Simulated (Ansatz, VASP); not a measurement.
# Co in VASP and in Ansatz

```
Co
1.0
     2.33180    0.00000    0.00000
     0.00000    2.33180    0.00000
     0.00000    0.00000    2.33180
Co
1
Direct
  0.00000 0.00000 0.00000
```

Alike in both runs: functional PBEsol; k mesh 17 × 17 × 17; occupations fermi-dirac, width 0.08 eV; collinear spin.

Ansatz relaxed the structure, and its values are those at the end. VASP's run is a single point on that final structure, the one shown.

```csv
,VASP,Ansatz
version,VASP 6.6.1,Ansatz 0.2.0
potentials or method,"VASP PAW PBE potentials, release 64 (Co)","PAW with Ansatz's default frozen-core files, scalar-relativistic"
plane-wave cutoff (eV),520,420
valence electrons in the cell,9,17
```

VASP gave:

- pressure (GPa): -7.2
- net moment per atom (μB): 1.83
- size of the moment on the site where the two differ most (μB): 1.83

Question: Which values does Ansatz return?

Answer: Pressure (GPa): -6.6; net moment per atom (μB): 1.84; size of the moment on the site where the two differ most (μB): 1.85.

Site moments also hang on the region over which each program counts them. The functional is the same, so the differences come from potentials, cutoffs and numerics. The two sets of potentials don't hold the same shells in valence.

Caveats: the PAW data sets were made with another functional, which shifts forces and pressure a little (VASP).
